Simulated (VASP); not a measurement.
BP:

```
CELL_PARAMETERS angstrom
0.00000 2.26900 2.26900
2.26900 0.00000 2.26900
2.26900 2.26900 0.00000
ATOMIC_POSITIONS crystal
P 0.75000 0.75000 0.75000
B 0.00000 0.00000 0.00000
```

```yaml
Program: VASP 6.6.1
Task: relaxation of cell and atoms
Functional: PBE
Dispersion: D3(BJ)
Potentials_or_basis: VASP PAW PBE potentials, release 64 (P, B)
Cutoff: 600 eV
k_mesh: 8 × 8 × 8
Occupations: gaussian, width 0.02 eV
Spin: no spin polarisation
```

At the start: pressure -3.5 GPa; volume 11.68 Å³/atom.

Task: How do energy, volume and symmetry change on relaxing?

Result: Over 3 steps the energy falls by 2.8 meV/atom and the volume is 11.43 Å³/atom (-2.1 %); space group F-43m (No. 216, to 0.05 Å).

Step by step:
```tsv
step	energy change (eV)	largest force (eV/Å)	pressure (GPa)	volume (Å³)
1	0.0000	0.0000	-3.53	23.36
2	-0.0025	0.0000	2.80	22.50
3	-0.0056	0.0000	0.00	22.86
```

Final structure:
```xyz
2
Lattice="0.0000 2.2527 2.2527 2.2527 0.0000 2.2527 2.2527 2.2527 0.0000" Properties=species:S:1:pos:R:3 pbc="T T T"
P     3.3791    3.3791    3.3791
B     0.0000    0.0000    0.0000
```
